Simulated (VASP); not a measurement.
**VASP 6.6.1 run: CdS**

INCAR

```
NSW = 0
LCHARG = .FALSE.
LDAUTYPE = 2
NELM = 55
LWAVE = .FALSE.
ISIF = 2
LMAXMIX = 4
IBRION = -1
LDAU = .TRUE.
GGA = PE
ISMEAR = -5
LDAUL = 2 -1
ENCUT = 520
LDAUJ = 0 0
LREAL = .FALSE.
PREC = Accurate
EDIFF = 1E-7
NBANDS = 16
LDAUU = 8.0 0
MAXMIX = 40
LASPH = .TRUE.
SIGMA = 0.3
```

KPOINTS

```
KPOINTS created by Atomic Simulation Environment
0
Gamma
8 8 8
0 0 0
```

POSCAR

```
Cd S
 1.0000000000000000
     0.0000000000000000    2.9686069915000002    2.8940821448000000
     2.9686069915000002    0.0000000000000000    2.8940821448000000
     2.9686069915000002    2.9686069915000002    0.0000000000000000
 Cd  S
   1   1
Cartesian
  0.0000000000000000  0.0000000000000000  0.0000000000000000
  1.4843034957499999  1.4843034957499999  1.4470410724000000
```

The recommended PBE PAW datasets give the neutral cell 18 valence electrons.

Command

```
mpirun -np 1 vasp_std
```

Task: How does this run end, and what does it give?

Result: It converged. Results: gap between bands v and c on the k mesh 1.51 eV; least direct gap on the k mesh 1.51 eV; pressure -0.4 GPa. Band v is the last that the valence electrons fill when counted band by band, and c is the next.

OSZICAR

```
N       E                     dE             d eps       ncg     rms          rms(c)
DAV:   1     0.108969263894E+03    0.10897E+03   -0.94280E+03  1928   0.103E+03
DAV:   2    -0.137216089489E+01   -0.11034E+03   -0.10666E+03  2392   0.243E+02
DAV:   3    -0.575519958807E+01   -0.43830E+01   -0.43774E+01  2320   0.543E+01
DAV:   4    -0.578273759891E+01   -0.27538E-01   -0.27536E-01  2464   0.436E+00
DAV:   5    -0.578309112718E+01   -0.35353E-03   -0.35352E-03  2376   0.443E-01    0.129E+01
DAV:   6    -0.535293700302E+01    0.43015E+00   -0.89472E-01  2280   0.112E+01    0.965E+00
DAV:   7    -0.538845925775E+01   -0.35522E-01   -0.27148E-01  2400   0.397E+00    0.403E+00
DAV:   8    -0.539930513481E+01   -0.10846E-01   -0.51980E-02  2304   0.250E+00    0.534E-01
DAV:   9    -0.539974218546E+01   -0.43705E-03   -0.54059E-03  2096   0.109E+00    0.261E-01
DAV:  10    -0.539977505424E+01   -0.32869E-04   -0.43057E-04  2584   0.175E-01    0.195E-01
DAV:  11    -0.539988102028E+01   -0.10597E-03   -0.30104E-04  2208   0.213E-01    0.836E-02
DAV:  12    -0.539988200040E+01   -0.98011E-06   -0.79260E-05  2256   0.867E-02    0.606E-02
DAV:  13    -0.539988376545E+01   -0.17651E-05   -0.53354E-06  2608   0.183E-02    0.462E-02
DAV:  14    -0.539988384132E+01   -0.75869E-07   -0.85336E-06  2056   0.331E-02    0.642E-03
DAV:  15    -0.539988423129E+01   -0.38997E-06   -0.14103E-06  2560   0.976E-03    0.419E-03
DAV:  16    -0.539988426802E+01   -0.36731E-07   -0.28297E-08  1744   0.157E-03
   1 F= -.53998843E+01 E0= -.53998843E+01  d E =0.000000E+00
```

Standard output (part)

```
POSCAR found type information on POSCAR CdS
 POSCAR found :  2 types and       2 ions
 LDA part: xc-table for (Slater+PW92), standard interpolation
 POSCAR, INCAR and KPOINTS ok, starting setup
 WAVECAR not read
 entering main loop
```

For comparison, a separate PBE run of the intended cell, on usual settings and not on those above, gives a gap of 1.04 eV on its mesh and a pressure of 1.4 GPa.
